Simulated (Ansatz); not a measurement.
# MnO2: the cost of one run

Computed with Ansatz 0.2.0 (DFT LDA+U (U_eff = 4 eV on Mn d), plane waves, PAW, unless a step's input says otherwise).

2 further runs of the same task are left out: 2 that didn't finish.

## (1) The structure to begin with

The structure is trigonal, space group R-3m (No. 166). Conventional cell: a = 2.836 Å, b = 2.836 Å, c = 12.860 Å, α = 90.00°, β = 90.00°, γ = 120.00°. Around Mn (site symmetry -3m) lie 6 O at 1.94 Å. Around O (site symmetry 3m) lie 3 Mn at 1.94 Å.

As a file:

```
Mn O
1.0
     1.41785    0.81859    4.28669
    -1.41785    0.81859    4.28669
     0.00000   -3.27438    8.57337
Mn O
2 4
Direct
  0.00000 0.00000 0.00000
  0.00000 0.00000 0.50000
  0.25200 0.25200 0.12600
  0.74800 0.74800 0.37400
  0.25200 0.25200 0.62600
  0.74800 0.74800 0.87400
```

An earlier series on this cell reached its lowest free state from «ferromagnetic start, free, symmetry kept, no search», perhaps among other starts.

## (2) Ferrimagnetic site moments held

input.yaml reads:

```yaml
crystal:
  lattice:
    - [1.41784707, 0.81859439, 4.28668569]
    - [-1.41784707, 0.81859439, 4.28668569]
    - [0.0, -3.27437756, 8.57337138]
  atoms:
    - { symbol: Mn, position: [0.0, 0.0, 0.0], spin: 2.84 }
    - { symbol: O, position: [0.252, 0.252, 0.126] }
    - { symbol: O, position: [0.748, 0.748, 0.374] }
    - { symbol: Mn, position: [0.0, 0.0, 0.5], spin: -1.42 }
    - { symbol: O, position: [0.252, 0.252, 0.626] }
    - { symbol: O, position: [0.748, 0.748, 0.874] }
basis:
  ecutwfc: 420
  ecutrho_ratio: 4
kpoints:
  mp_grid: { grid: [8, 8, 4] }
hamiltonian:
  xc: lda
  hubbard:
    sites: [{ site: 0, l: d, u_eff: 4.0 }, { site: 3, l: d, u_eff: 4.0 }]
scf:
  occupations: { method: gaussian, width: 0.05 }
  lower_state_search: "off"
  max_iter: 150
output:
  forces: true
  stress: true
  eigenvalues: true
  populations: true
  hubbard: { sites: [{ site: 0, l: d }, { site: 3, l: d }] }
magnetization:
  spin_polarized: true
  spin_locking: { lock_spins: true }
```

The lock stays on to the end, so the result is a constrained state.

Run with:

```console
ansatz run input.yaml --threads 4 --pin off --max-ram 6144MiB --backend cpu --events-out ev --progress --plain --runs-dir out
```

Q: Estimate wall time and peak memory on 4 threads of Arm Neoverse V1, shared host.

About 31 s, with a peak of 0.64 GiB.
